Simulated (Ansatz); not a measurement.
Born–Oppenheimer molecular dynamics of a periodic cell of 17 atoms, Rb16H (host Rb, host structure bcc, interstitial H). It goes on from the last frame of an earlier run, with new velocities.

Computed with Ansatz 0.2.0, DFT PBEsol, scalar-relativistic, plane waves, PAW. Settings: cutoff 420 eV, k mesh 1x1x1, fermi-dirac smearing 0.05 eV, no spin polarisation.

| Quantity | Value |
| --- | --- |
| ensemble | NVT, Langevin thermostat |
| time step | 0.5 fs |
| steps asked | 300 |
| set temperature | 2100 K |
| friction | 0.05 /fs |
| seed | 633118 |

Frames 10 fs apart, positions in Å.

Velocities at 0.0 fs (Å/ps):

```
Rb -2.81 4.87 -1.23
Rb -1.33 1.11 -2.10
Rb -2.21 6.17 0.36
Rb 4.25 -1.85 -5.22
Rb -0.78 -3.61 0.76
Rb -0.16 -5.64 5.14
Rb 0.02 6.80 -11.53
Rb -0.75 -2.06 -2.64
Rb 0.88 0.43 -0.82
Rb 2.92 -6.27 -3.29
Rb -1.83 -0.17 -0.18
Rb 8.24 -10.14 6.76
Rb -3.65 5.13 8.10
Rb -1.64 7.28 7.07
Rb -2.09 1.58 -1.06
Rb 0.24 -3.14 -0.47
H 60.64 -43.12 29.58
```

```xyz
17
Lattice="11.1800 0.0000 0.0000 0.0000 11.1800 0.0000 0.0000 0.0000 11.1800" Properties=species:S:1:pos:R:3 time_fs=0.0 energy_less_start_eV=0.000 T=1976
Rb -0.970 -0.081 0.350
Rb 4.916 0.451 0.472
Rb -0.080 6.099 0.981
Rb 0.618 -0.254 4.218
Rb 2.711 3.444 2.585
Rb 5.718 5.460 -0.461
Rb 5.258 0.399 4.955
Rb 7.963 2.828 2.428
Rb -0.059 4.013 6.130
Rb 2.882 8.608 3.610
Rb 3.082 1.881 8.550
Rb 6.356 5.305 5.945
Rb 8.059 9.335 2.678
Rb 9.046 2.364 8.650
Rb 2.537 8.467 7.702
Rb 9.045 8.753 8.304
H 3.074 10.002 6.131
17
Lattice="11.1800 0.0000 0.0000 0.0000 11.1800 0.0000 0.0000 0.0000 11.1800" Properties=species:S:1:pos:R:3 time_fs=10.0 energy_less_start_eV=-0.028 T=990
Rb -0.999 -0.042 0.343
Rb 4.903 0.445 0.462
Rb -0.083 6.129 0.970
Rb 0.635 -0.280 4.214
Rb 2.675 3.447 2.609
Rb 5.704 5.428 -0.439
Rb 5.282 0.446 4.876
Rb 7.933 2.844 2.396
Rb -0.036 3.992 6.120
Rb 2.914 8.549 3.571
Rb 3.073 1.863 8.520
Rb 6.406 5.242 6.008
Rb 8.013 9.373 2.725
Rb 9.029 2.401 8.721
Rb 2.529 8.438 7.657
Rb 9.061 8.729 8.319
H 3.679 9.984 5.960
17
Lattice="11.1800 0.0000 0.0000 0.0000 11.1800 0.0000 0.0000 0.0000 11.1800" Properties=species:S:1:pos:R:3 time_fs=20.0 energy_less_start_eV=0.184 T=1899
Rb -1.018 -0.009 0.346
Rb 4.884 0.399 0.460
Rb -0.093 6.134 0.955
Rb 0.664 -0.286 4.212
Rb 2.658 3.462 2.652
Rb 5.740 5.471 -0.470
Rb 5.312 0.460 4.820
Rb 7.954 2.870 2.405
Rb 0.007 4.004 6.136
Rb 2.942 8.560 3.614
Rb 3.096 1.887 8.495
Rb 6.426 5.229 6.063
Rb 7.924 9.360 2.721
Rb 9.052 2.418 8.756
Rb 2.530 8.403 7.621
Rb 9.039 8.682 8.333
H 3.801 9.913 5.269
17
Lattice="11.1800 0.0000 0.0000 0.0000 11.1800 0.0000 0.0000 0.0000 11.1800" Properties=species:S:1:pos:R:3 time_fs=30.0 energy_less_start_eV=0.209 T=1731
Rb -0.955 0.039 0.372
Rb 4.877 0.342 0.446
Rb -0.118 6.095 0.930
Rb 0.680 -0.287 4.236
Rb 2.646 3.489 2.689
Rb 5.765 5.539 -0.517
Rb 5.380 0.425 4.804
Rb 7.965 2.840 2.424
Rb 0.048 4.028 6.157
Rb 2.967 8.539 3.675
Rb 3.071 1.921 8.490
Rb 6.400 5.214 6.091
Rb 7.850 9.368 2.707
Rb 9.031 2.469 8.798
Rb 2.538 8.393 7.617
Rb 9.029 8.711 8.319
H 3.836 9.890 5.208
17
Lattice="11.1800 0.0000 0.0000 0.0000 11.1800 0.0000 0.0000 0.0000 11.1800" Properties=species:S:1:pos:R:3 time_fs=40.0 energy_less_start_eV=-0.205 T=1578
Rb -0.904 0.076 0.368
Rb 4.895 0.362 0.431
Rb -0.154 6.103 0.916
Rb 0.655 -0.278 4.258
Rb 2.661 3.455 2.680
Rb 5.733 5.574 -0.561
Rb 5.445 0.366 4.821
Rb 7.997 2.868 2.451
Rb 0.047 4.047 6.147
Rb 2.958 8.468 3.663
Rb 3.082 1.959 8.492
Rb 6.397 5.173 6.062
Rb 7.787 9.354 2.731
Rb 8.995 2.536 8.868
Rb 2.570 8.409 7.625
Rb 9.028 8.743 8.304
H 3.708 10.126 5.980
17
Lattice="11.1800 0.0000 0.0000 0.0000 11.1800 0.0000 0.0000 0.0000 11.1800" Properties=species:S:1:pos:R:3 time_fs=50.0 energy_less_start_eV=-0.249 T=1724
Rb -0.854 0.075 0.384
Rb 4.906 0.389 0.436
Rb -0.197 6.079 0.852
Rb 0.654 -0.245 4.315
Rb 2.687 3.412 2.651
Rb 5.698 5.600 -0.575
Rb 5.514 0.349 4.846
Rb 8.006 2.895 2.491
Rb 0.067 4.083 6.134
Rb 2.938 8.394 3.642
Rb 3.087 1.982 8.444
Rb 6.442 5.119 6.037
Rb 7.739 9.355 2.731
Rb 8.959 2.590 8.955
Rb 2.575 8.487 7.625
Rb 9.015 8.762 8.287
H 3.041 10.380 6.324
17
Lattice="11.1800 0.0000 0.0000 0.0000 11.1800 0.0000 0.0000 0.0000 11.1800" Properties=species:S:1:pos:R:3 time_fs=60.0 energy_less_start_eV=-0.400 T=2318
Rb -0.800 0.086 0.409
Rb 4.896 0.348 0.509
Rb -0.162 6.070 0.783
Rb 0.654 -0.229 4.367
Rb 2.772 3.362 2.621
Rb 5.698 5.623 -0.638
Rb 5.553 0.330 4.887
Rb 8.004 2.927 2.513
Rb 0.080 4.082 6.104
Rb 2.958 8.305 3.609
Rb 3.075 2.005 8.389
Rb 6.506 5.069 6.044
Rb 7.686 9.317 2.758
Rb 8.945 2.601 9.029
Rb 2.506 8.510 7.601
Rb 9.053 8.757 8.249
H 2.910 10.591 6.309
17
Lattice="11.1800 0.0000 0.0000 0.0000 11.1800 0.0000 0.0000 0.0000 11.1800" Properties=species:S:1:pos:R:3 time_fs=70.0 energy_less_start_eV=-0.480 T=2127
Rb -0.782 0.097 0.410
Rb 4.888 0.296 0.517
Rb -0.092 6.050 0.714
Rb 0.613 -0.232 4.373
Rb 2.838 3.372 2.595
Rb 5.696 5.707 -0.676
Rb 5.561 0.291 4.914
Rb 8.006 2.925 2.486
Rb 0.128 4.125 6.128
Rb 2.973 8.236 3.560
Rb 3.017 2.045 8.330
Rb 6.517 5.022 6.064
Rb 7.701 9.258 2.807
Rb 8.908 2.561 8.977
Rb 2.419 8.514 7.588
Rb 9.103 8.767 8.275
H 2.888 10.551 6.276
17
Lattice="11.1800 0.0000 0.0000 0.0000 11.1800 0.0000 0.0000 0.0000 11.1800" Properties=species:S:1:pos:R:3 time_fs=80.0 energy_less_start_eV=-0.695 T=1894
Rb -0.798 0.098 0.416
Rb 4.945 0.281 0.508
Rb -0.037 6.050 0.644
Rb 0.577 -0.257 4.383
Rb 2.898 3.404 2.545
Rb 5.706 5.723 -0.704
Rb 5.526 0.226 4.974
Rb 8.002 2.894 2.422
Rb 0.134 4.161 6.179
Rb 3.010 8.212 3.496
Rb 2.990 2.044 8.284
Rb 6.477 4.988 6.072
Rb 7.693 9.170 2.824
Rb 8.844 2.530 8.935
Rb 2.338 8.505 7.586
Rb 9.095 8.809 8.315
H 2.916 10.336 5.781
17
Lattice="11.1800 0.0000 0.0000 0.0000 11.1800 0.0000 0.0000 0.0000 11.1800" Properties=species:S:1:pos:R:3 time_fs=90.0 energy_less_start_eV=-0.747 T=2048
Rb -0.809 0.140 0.415
Rb 4.982 0.250 0.490
Rb -0.015 6.057 0.592
Rb 0.569 -0.287 4.412
Rb 2.958 3.412 2.525
Rb 5.730 5.731 -0.673
Rb 5.466 0.150 5.050
Rb 7.980 2.831 2.380
Rb 0.146 4.183 6.195
Rb 3.091 8.200 3.415
Rb 2.984 2.033 8.227
Rb 6.461 5.011 6.078
Rb 7.725 9.098 2.858
Rb 8.752 2.456 8.891
Rb 2.251 8.477 7.599
Rb 9.032 8.829 8.349
H 2.768 10.454 5.583
17
Lattice="11.1800 0.0000 0.0000 0.0000 11.1800 0.0000 0.0000 0.0000 11.1800" Properties=species:S:1:pos:R:3 time_fs=100.0 energy_less_start_eV=-0.740 T=2435
Rb -0.826 0.182 0.369
Rb 4.948 0.226 0.497
Rb 0.012 6.009 0.547
Rb 0.506 -0.301 4.451
Rb 2.983 3.394 2.529
Rb 5.719 5.735 -0.648
Rb 5.366 0.071 5.108
Rb 8.025 2.813 2.388
Rb 0.130 4.152 6.159
Rb 3.167 8.185 3.348
Rb 2.941 2.015 8.245
Rb 6.489 5.007 6.103
Rb 7.752 9.074 2.915
Rb 8.679 2.334 8.865
Rb 2.203 8.419 7.623
Rb 8.979 8.802 8.398
H 2.506 10.546 5.942
17
Lattice="11.1800 0.0000 0.0000 0.0000 11.1800 0.0000 0.0000 0.0000 11.1800" Properties=species:S:1:pos:R:3 time_fs=110.0 energy_less_start_eV=-0.794 T=1416
Rb -0.791 0.218 0.361
Rb 4.884 0.223 0.449
Rb 0.023 5.957 0.514
Rb 0.471 -0.316 4.490
Rb 2.968 3.385 2.546
Rb 5.717 5.711 -0.633
Rb 5.314 0.014 5.140
Rb 8.049 2.765 2.428
Rb 0.085 4.156 6.094
Rb 3.184 8.169 3.309
Rb 2.899 2.007 8.274
Rb 6.537 4.966 6.135
Rb 7.784 9.025 2.924
Rb 8.641 2.265 8.880
Rb 2.155 8.358 7.648
Rb 8.922 8.724 8.432
H 2.623 10.223 6.181
```

Of the whole run (150 fs, mean temperature of the second half 1924 K): A run of 0.15 ps of so small a system gives no equilibrium averages. Limits of this set-up: coarse k mesh, odd electron count without spin.

Time of the run: 17 min on 2 threads of Arm Neoverse V1, on a shared host, peak memory 0.94 GiB.
